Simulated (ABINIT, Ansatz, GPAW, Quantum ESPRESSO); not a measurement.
## Fe: 5 runs at one level of theory

```
CELL_PARAMETERS angstrom
-1.44300 1.44300 1.44300
1.44300 -1.44300 1.44300
1.44300 1.44300 -1.44300
ATOMIC_POSITIONS crystal
Fe 0.00000 0.00000 0.00000
```

Alike in all runs: task band structure; functional PBEsol; k mesh 13 × 13 × 13; occupations fermi-dirac, width 0.05 eV; collinear spin, ferromagnetic start; no spin-orbit coupling. Pressure is positive in compression and, in plane waves, holds the error of the finite cutoff, which Ansatz's Pulay term estimates and takes out.

| program and potentials | plane-wave cutoff (eV) | notes | pressure (GPa) | net moment per atom (μB) |
| --- | --- | --- | --- | --- |
| Ansatz, Ansatz PAW | 420 | potentials made for PBE, which Ansatz adapts in part; 16 valence electrons an atom on average; Pulay term of +0.09 GPa included | -17.94 | 2.26 |
| Ansatz, all-electron LAPW, scalar-relativistic | - | - | -18.10 | 2.25 |
| Quantum ESPRESSO, PseudoDojo 0.4.1 SR PBEsol standard | 1225 | 16 valence electrons an atom on average | -15.56 | 2.38 |
| GPAW, PAW data sets generated for this functional | 600 | 8 valence electrons an atom on average | -15.96 | 2.26 |
| ABINIT, JTH PAW PBE v2.0 | 707 | potentials made for PBE; 16 valence electrons an atom on average | -18.15 | 2.27 |

The pressure spans -18.15 (ABINIT, JTH PAW PBE v2.0) to -15.56 GPa (Quantum ESPRESSO, PseudoDojo 0.4.1 SR PBEsol standard), with all-electron results at -18.10. The net moment per atom spans 2.25 (Ansatz, all-electron LAPW, scalar-relativistic) to 2.38 μB (Quantum ESPRESSO, PseudoDojo 0.4.1 SR PBEsol standard), with all-electron results at 2.25. The cell lies far from this level's equilibrium. The state is the one that the start led to, which needn't be the lowest.

Differences between rows come from potentials, basis sets and numerical settings, since the functional is the same but for its coding. Runs on potential files found faulty are left out.
